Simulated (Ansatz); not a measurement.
## S started on a Pb site in rocksalt PbS, 64 atoms, charge 0

All numbers come from Ansatz (PAW, plane waves, no spin–orbit coupling) at the single k point (¼, ¼, ¼) without its symmetry partners. The atoms were relaxed with PBEsol in a fixed cell; other functionals are single points on those atoms unless said otherwise. The valence top and gap of the host come from its small cell on a dense mesh, with the band extrema sought between the mesh points, lined up by the mean potential, PBEsol gap 0.19 eV, HSE06 gap 0.71 eV.

Cell: a = 11.800 Å, b = 11.800 Å, c = 11.800 Å, α = 90.00°, β = 90.00°, γ = 90.00°.

Nearest atoms after relaxation, from the placed atom (for vacancies from the middle of the vacant sites): S at 2.10 Å, S at 2.11 Å, S at 3.05 Å, S at 3.42 Å, Pb at 3.48 Å, Pb at 3.50 Å, Pb at 3.53 Å.

Chemical potentials μ are those of reference phases of the elements at zero temperature by the same functional (the usual solids, diamond for C, grey Sn, and the molecules H2, N2, O2, F2, Cl2, Br2 and S8).

| functional | E(defect) − E(host) − Σ nμ + q·E_VBM (eV) | monopole (eV) | alignment (eV) | formation energy at E_F = VBM (eV) | moment (μB) | wall time, shared host |
| --- | --- | --- | --- | --- | --- | --- |
| PBEsol | 2.47 | 0.00 | 0.00 | 2.47 | 0 (no spin) | 15 s on NVIDIA GB200 (relaxation) |

Q: Estimate the formation energy and moment that HSE06 gives on these atoms.

A: 2.73 eV at E_F = VBM, moment 0 (no spin).

All elements are taken at their own reference at once; growth conditions in equilibrium with the host shift these energies, by up to the host's formation enthalpy.

One k point and a cell of this size can leave errors of several tenths of an eV in such numbers.
